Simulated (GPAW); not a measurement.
Input of a GPAW 26.7.0 run:

File run.py:

```python
from ase.calculators.mixing import SumCalculator
from ase.filters import FrechetCellFilter
from ase.io import read, write
from ase.optimize import BFGS
from dftd4.ase import DFTD4
from gpaw import GPAW, PW

atoms = read('POSCAR')

calc = GPAW(mode=PW(600),
            xc='PBE',
            kpts={'size': (11, 11, 11), 'gamma': True},
            occupations={'name': 'fermi-dirac', 'width': 0.05},
            nbands=14,
            convergence={'density': 1e-05, 'forces': 0.0001},
            maxiter=150,
            txt='gpaw.txt')
atoms.calc = SumCalculator([calc, DFTD4(method='pbe')])
opt = BFGS(FrechetCellFilter(atoms), trajectory='relax.traj', logfile='-')
done = opt.run(fmax=0.01, steps=100)
calc.write('gs.gpw')
write('result.traj', atoms)
print('Converged:', done)
print('Cell:', atoms.cell.cellpar().round(4))
print('Volume:', round(atoms.get_volume(), 4))
print(atoms.get_scaled_positions().round(5))
```

POSCAR

```
Au
1.0
    0.0000000000      2.0350000000      2.0350000000
    2.0350000000      0.0000000000      2.0350000000
    2.0350000000      2.0350000000      0.0000000000
Au
1
Direct
    0.0000000000      0.0000000000      0.0000000000
```

Potentials or basis: GPAW PAW data sets (gpaw-data 1.2.1), pw.

The run is started by

```bash
$ OMP_NUM_THREADS=1 python run.py
```

**Question.** What does it give for the space group after relaxing (to 0.05 Å)?

**Answer.** Fm-3m (No. 225).

**Question.** Predict the dispersion energy per atom.

**Answer.** -0.661 eV.

**Question.** Estimate the relaxed cell.

**Answer.** a = 2.916 Å, b = 2.916 Å, c = 2.916 Å, α = 60.00°, β = 60.00°, γ = 60.00°.

**Question.** Predict the band gap on the k mesh.

**Answer.** None (metal or under the smearing width).

The path:
```
step  energy change (eV)  largest force (eV/Å)  pressure (GPa)  volume (Å³)
   1              0.0000                0.0000            7.28        16.85
   2             -0.0149                0.0000            1.19        17.42
   3             -0.0154                0.0000            0.09        17.53
```

Caveat: with this Au data set, volumes or pressures lay over 1.5 % or 2 GPa off other programs in two to four cells of ten; later steps reuse the first step's grids; pairwise dispersion overbinds metals, which lowers pressure and volume. Zero-point motion and thermal expansion aren't in these numbers.
